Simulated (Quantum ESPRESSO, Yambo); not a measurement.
An input for Yambo 5.3.0 (CsH (Fm-3m)):

```
HF_and_locXC
gw0
dyson
ppa
em1d
rim_cut
RandQpts= 1000000
RandGvec= 1 RL
EXXRLvcs= 64 Ry
VXCRLvcs= 256 Ry
Chimod= "HARTREE"
% BndsRnXp
 1 | 152 |
%
NGsBlkXp= 12 Ry
% LongDrXp
 1 | 1 | 1 |
%
% GbndRnge
 1 | 152 |
%
DysSolver= "n"
ExtendOut
PPAPntXp= 27.21138 eV
% QPkrange
 1 | 8 | 2 | 10 |
%
```

The database entry behind the starting cell differs from later determinations by our own check (0.1 to 0.3 % short, probably kX units), so it need not match the best structure at ambient conditions.

```sh
OMP_NUM_THREADS=1 mpirun -n 4 yambo -F gw1.in -J gw1 -C gw1 > gw1.log
```

The stored states that it reads are on a 4×4×4 mesh. Symmetry: Fm-3m, No. 225, cubic system. The conventional cell has a = 6.376 Å, b = 6.376 Å, c = 6.376 Å, α = 90.00°, β = 90.00°, γ = 90.00°. Nearest to Cs lie 6 H at 3.19 Å. Nearest to H lie 6 Cs at 3.19 Å. Farther neighbours are not listed.

How long will it take on 4 MPI ranks of Arm Neoverse V2, shared host, and how much memory?

It took 10 min; on shared hardware allow 5.1 min to 20 min. Peak host memory was 1.7 GiB.

The screening grows as filled bands × empty bands × pairs of k points, times the square of the screening basis for the matrix.

[Paths, hosts, dates, memory and timing lines, banners, echoed tables and standing remarks are left out of the program output.]

[Logs are printed without paths, hosts, clocks, repeated set-up lines and the standing remarks that a program may print on its own settings, such as how far it seeks lower states.]

[Runs of the session that timed out or met a known fault of the program may be left out.]

[Hosts, paths, dates, database ids (printed as entryN), source tags and the programs' standing remarks are cut or masked in the printed files.]
